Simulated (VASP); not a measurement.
CdTe in VASP 6.6.1, single-point calculation

INCAR

```
IBRION = -1
PREC = Accurate
LCHARG = .FALSE.
NBANDS = 16
ISIF = 2
LDAUL = 2 -1
ISMEAR = -1
LDAUU = 8.0 0
LASPH = .TRUE.
ENCUT = 520
LMAXMIX = 4
LDAUJ = 0 0
NELM = 87
LDAUTYPE = 2
NSW = 0
LREAL = .FALSE.
EDIFF = 0.0001
LDAU = .TRUE.
SIGMA = 0.02
GGA = PE
LWAVE = .FALSE.
```

KPOINTS

```
KPOINTS created by Atomic Simulation Environment
0
Gamma
6 6 6
0 0 0
```

POSCAR

```
Cd Te
 1.0000000000000000
     0.0000000000000000    3.2799551162000000    3.1487569115000000
     3.2799551162000000    0.0000000000000000    3.1487569115000000
     3.2799551162000000    3.2799551162000000    0.0000000000000000
 Cd  Te
   1   1
Cartesian
  0.0000000000000000  0.0000000000000000  0.0000000000000000
  1.6399775581000000  1.6399775581000000  1.5743784557500000
```

The recommended PBE PAW datasets give the neutral cell 18 valence electrons.

Command

```
mpirun -np 1 vasp_std
```

OSZICAR

```
N       E                     dE             d eps       ncg     rms          rms(c)
DAV:   1     0.100905536298E+03    0.10091E+03   -0.85657E+03   976   0.974E+02
DAV:   2    -0.190180182900E+00   -0.10110E+03   -0.97464E+02  1200   0.225E+02
DAV:   3    -0.395966689731E+01   -0.37695E+01   -0.37655E+01  1160   0.489E+01
DAV:   4    -0.399245125819E+01   -0.32784E-01   -0.32783E-01  1448   0.443E+00
DAV:   5    -0.399278942256E+01   -0.33816E-03   -0.33816E-03  1168   0.356E-01    0.102E+01
DAV:   6    -0.383841753400E+01    0.15437E+00   -0.44688E-01  1096   0.921E+00    0.656E+00
DAV:   7    -0.386731659227E+01   -0.28899E-01   -0.17030E-01  1144   0.340E+00    0.229E+00
DAV:   8    -0.387384025333E+01   -0.65237E-02   -0.38496E-02  1160   0.200E+00    0.410E-01
DAV:   9    -0.387393343482E+01   -0.93181E-04   -0.15457E-03  1240   0.320E-01    0.164E-01
DAV:  10    -0.387409754084E+01   -0.16411E-03   -0.21524E-04  1088   0.101E-01    0.358E-02
DAV:  11    -0.387413213692E+01   -0.34596E-04   -0.28595E-05   984   0.369E-02
   1 F= -.38741321E+01 E0= -.38741321E+01  d E =-.209398E-11
```

From OUTCAR

```
k-points           NKPTS =     30   k-points in BZ     NKDIM =     30   number of bands    NBANDS=     16

   NELECT =      18.0000    total number of electrons

   dimension x,y,z NGX =    36 NGY =   36 NGZ =   36
   dimension x,y,z NGXF=    72 NGYF=   72 NGZF=   72

  energy-cutoff  :      520.00
  volume of cell :       67.75
      direct lattice vectors                 reciprocal lattice vectors
     0.000000000  3.279955116  3.148756912    -0.152441110  0.152441110  0.158792823
     3.279955116  0.000000000  3.148756912     0.152441110 -0.152441110  0.158792823
     3.279955116  3.279955116  0.000000000     0.152441110  0.152441110 -0.158792823

 k-points in reciprocal lattice and weights: KPOINTS created by Atomic Simulation Env
   0.00000000  0.00000000  0.00000000       0.005
   0.16666667 -0.00000000  0.00000000       0.037
   0.33333333 -0.00000000  0.00000000       0.037
   0.50000000 -0.00000000  0.00000000       0.019
   0.16666667  0.16666667  0.00000000       0.009
   0.33333333  0.16666667  0.00000000       0.037
   0.50000000  0.16666667  0.00000000       0.037
  -0.33333333  0.16666667  0.00000000       0.037
   ...

 E-fermi :   2.6255

 k-point     1 :       0.0000    0.0000    0.0000
  band No.  band energies     occupation
      1      -9.7113      2.00000
      2      -9.7068      2.00000
      3      -9.7068      2.00000
      4      -9.4706      2.00000
      5      -9.4671      2.00000
      6      -8.7689      2.00000
      7       2.0838      2.00000
      8       2.0838      2.00000
      9       2.1972      2.00000
     10       3.2637      0.00000
     11       7.0907      0.00000
     12       7.0907      0.00000
     13       7.0921      0.00000
     14       9.8589      0.00000
     15      10.9136      0.00000
     16      11.4321      0.00000

 k-point     2 :       0.1667   -0.0000    0.0000
  band No.  band energies     occupation
      1      -9.8185      2.00000
      2      -9.6995      2.00000
      3      -9.6965      2.00000
      4      -9.4707      2.00000
      5      -9.4672      2.00000
      6      -8.4833      2.00000
      7       0.5112      2.00000
      8       1.8780      2.00000
      9       1.9891      2.00000
     10       4.3175      0.00000
     11       7.0837      0.00000
     12       7.3750      0.00000
     13       7.4482      0.00000
     14      10.2713      0.00000
     15      10.4891      0.00000
     16      10.9149      0.00000

 k-point     3 :       0.3333   -0.0000    0.0000
  band No.  band energies     occupation
      1      -9.9634      2.00000
      2      -9.6802      2.00000
      3      -9.6774      2.00000
      4      -9.4718      2.00000
      5      -9.4656      2.00000
      6      -7.9104      2.00000
      7      -1.2389      2.00000
      8       1.5300      2.00000
      9       1.6980      2.00000
     10       4.3739      0.00000
     11       7.4639      0.00000
     12       7.6707      0.00000
     13       8.6250      0.00000
     14      10.3397      0.00000
     15      10.9560      0.00000
     16      10.9623      0.00000

 ...

  Total        0.8347093      0.8347093      1.0606770      0.0000000      0.0000000      0.0000000
  in kB       19.7397151     19.7397151     25.0835389      0.0000000      0.0000000      0.0000000
  external PRESSURE =      21.5209897 kB  Pullay stress =       0.0000000 kB

 POSITION                                       TOTAL-FORCE (eV/Angst)
 -----------------------------------------------------------------------------------
      0.00000      0.00000      0.00000        -0.000000     -0.000000      0.000000
      1.63998      1.63998      1.57438         0.000000      0.000000      0.000000
 -----------------------------------------------------------------------------------
    total drift:                               -0.000000     -0.000000     -0.000000

  FREE ENERGIE OF THE ION-ELECTRON SYSTEM (eV)
  ---------------------------------------------------
  free  energy   TOTEN  =        -3.8741321369 eV

  energy  without entropy=       -3.8741321369  energy(sigma->0) =       -3.87413214
```

It converged. Results: gap between bands v and c on the k mesh 1.07 eV; least direct gap on the k mesh 1.07 eV; pressure 2.2 GPa. Band v is the last that the valence electrons fill when counted band by band, and c is the next.

For comparison, a separate PBE run of the intended cell, on usual settings and not on those above, gives a gap of 0.70 eV on its mesh and a pressure of 2.9 GPa.

The run above took about 26 s on one core of a shared host (Intel Xeon Platinum 8488C) and held 0.21 GiB at most.
